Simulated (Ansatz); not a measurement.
**Tl: a sweep of the k mesh**

How much do the results for Tl depend on the k mesh?

Program: Ansatz 0.2.0. Level of theory: DFT PBE, with the methods named in each step. These are calculated values, not measurements.

**1. Starting point**

It takes space group Im-3m (No. 229, cubic). Conventional cell: a = 3.882 Å, b = 3.882 Å, c = 3.882 Å, α = 90.00°, β = 90.00°, γ = 90.00°. Tl (site symmetry m-3m) has 8 Tl at 3.36 Å as nearest neighbours.

Structure file:

```
CELL_PARAMETERS angstrom
-1.94100 1.94100 1.94100
1.94100 -1.94100 1.94100
1.94100 1.94100 -1.94100
ATOMIC_POSITIONS crystal
Tl 0.00000 0.00000 0.00000
```

The cell comes from a crystallographic database entry that wasn't checked; take it as a given geometry, which may be far from equilibrium.

**2. With k mesh [4, 4, 4]**

input.yaml

```yaml
crystal:
  lattice:
    - [-1.941, 1.941, 1.941]
    - [1.941, -1.941, 1.941]
    - [1.941, 1.941, -1.941]
  atoms:
    - { symbol: Tl, position: [0.0, 0.0, 0.0] }
kpoints:
  mp_grid: { grid: [4, 4, 4] }
scf:
  occupations: { method: fermi_dirac, width: 0.05 }
hamiltonian:
  xc: pbe
  pseudopotentials: { kind: all_electron, lapw: { basis_error: 0.0005 } }
output:
  forces: true
  stress: true
  eigenvalues: true
```

**3. With k mesh [4, 4, 4], PAW files**

input.yaml: that of step 2 with these lines changed.

```diff
@@ -13,3 +13,3 @@
   xc: pbe
-  pseudopotentials: { kind: all_electron, lapw: { basis_error: 0.0005 } }
+  pseudopotentials: { kind: paw }
 output:
@@ -18 +18,2 @@
   eigenvalues: true
+  efg: { contact_densities: true }
```

**4. With k mesh [6, 6, 6]**

input.yaml: that of step 3 with these lines changed.

```diff
@@ -8,3 +8,3 @@
 kpoints:
-  mp_grid: { grid: [4, 4, 4] }
+  mp_grid: { grid: [6, 6, 6] }
 scf:
@@ -13,3 +13,3 @@
   xc: pbe
-  pseudopotentials: { kind: paw }
+  pseudopotentials: { kind: all_electron, lapw: { basis_error: 0.0005 } }
 output:
@@ -18,2 +18 @@
   eigenvalues: true
-  efg: { contact_densities: true }
```

**5. With k mesh [6, 6, 6], PAW files**

input.yaml: that of step 4 with these lines changed.

```diff
@@ -13,3 +13,3 @@
   xc: pbe
-  pseudopotentials: { kind: all_electron, lapw: { basis_error: 0.0005 } }
+  pseudopotentials: { kind: paw }
 output:
@@ -18 +18,2 @@
   eigenvalues: true
+  efg: { contact_densities: true }
```

**6. With k mesh [10, 10, 10]**

input.yaml: that of step 5 with these lines changed.

```diff
@@ -8,3 +8,3 @@
 kpoints:
-  mp_grid: { grid: [6, 6, 6] }
+  mp_grid: { grid: [10, 10, 10] }
 scf:
@@ -13,3 +13,3 @@
   xc: pbe
-  pseudopotentials: { kind: paw }
+  pseudopotentials: { kind: all_electron, lapw: { basis_error: 0.0005 } }
 output:
@@ -18,2 +18 @@
   eigenvalues: true
-  efg: { contact_densities: true }
```

**7. With k mesh [10, 10, 10], PAW files**

input.yaml: that of step 6 with these lines changed.

```diff
@@ -13,3 +13,3 @@
   xc: pbe
-  pseudopotentials: { kind: all_electron, lapw: { basis_error: 0.0005 } }
+  pseudopotentials: { kind: paw }
 output:
@@ -18 +18,2 @@
   eigenvalues: true
+  efg: { contact_densities: true }
```

**8. With k mesh [18, 18, 18]**

input.yaml: that of step 7 with these lines changed.

```diff
@@ -8,3 +8,3 @@
 kpoints:
-  mp_grid: { grid: [10, 10, 10] }
+  mp_grid: { grid: [18, 18, 18] }
 scf:
@@ -13,3 +13,3 @@
   xc: pbe
-  pseudopotentials: { kind: paw }
+  pseudopotentials: { kind: all_electron, lapw: { basis_error: 0.0005 } }
 output:
@@ -18,2 +18 @@
   eigenvalues: true
-  efg: { contact_densities: true }
```

**9. With k mesh [18, 18, 18], PAW files**

input.yaml: that of step 8 with these lines changed.

```diff
@@ -13,3 +13,3 @@
   xc: pbe
-  pseudopotentials: { kind: all_electron, lapw: { basis_error: 0.0005 } }
+  pseudopotentials: { kind: paw }
 output:
@@ -18 +18,2 @@
   eigenvalues: true
+  efg: { contact_densities: true }
```

(Steps that only read results are left out.)

What does the calculation give? Wanted: energy error of the loosest run; pressure, lowest to highest.

As calculated:

```
                              quantity                       value
energy error of the loosest run (LAPW)               90.8 meV/atom
                within 1 meV/atom from  no run before the tightest
    pressure, lowest to highest (LAPW)            2.21 to 3.50 GPa
```

The loosest usable run is off by 90.8 meV/atom from the tightest; even the run before the tightest is more than 1 meV/atom away, so the sweep hasn't shown convergence. Without a gap the Fermi surface must be resolved, so the energy converges slowly and unevenly with the mesh. The pressure spans 1.30 GPa (LAPW). The tightest run took 22 s against 1.7 s for the loosest. Spin-orbit coupling is left out, though the cell holds Tl; in elements this heavy it can shift bands and gaps by tenths of an eV.
